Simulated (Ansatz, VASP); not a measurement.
# Ta: VASP beside Ansatz

```
Ta
1.0
    -1.64020    1.64020    1.64020
     1.64020   -1.64020    1.64020
     1.64020    1.64020   -1.64020
Ta
1
Direct
  0.00000 0.00000 0.00000
```

Alike in both runs: task single point; functional r2SCAN; dispersion rVV10; k mesh 11 × 11 × 11; no spin polarisation.

```csv
,VASP,Ansatz
version,VASP 6.6.1,Ansatz 0.2.0
potentials or method,"VASP PAW PBE potentials, release 64 (Ta_pv)",Ansatz PAW
plane-wave cutoff (eV),520,500
occupations,"methfessel-paxton of order 1, width 0.05 eV","cold, width 0.05 eV"
valence electrons in the cell,11,13
```

```tsv
	VASP	Ansatz	Ansatz less VASP
gap on the k mesh at the Fermi level (eV)	none	none	-
pressure (GPa)	3.4	2.0	-1.42
```

A gap of «none» marks a metal or a gap that the smearing closes. The two sets of potentials don't hold the same shells in valence.

Caveats: the PAW data sets were made with another functional, which shifts forces and pressure a little (VASP); the PAW data sets come from PBE, with cores solved anew for the run's functional, which leaves a small shift of forces and pressure (Ansatz). Spin-orbit coupling is left out, which matters for the levels of Ta.
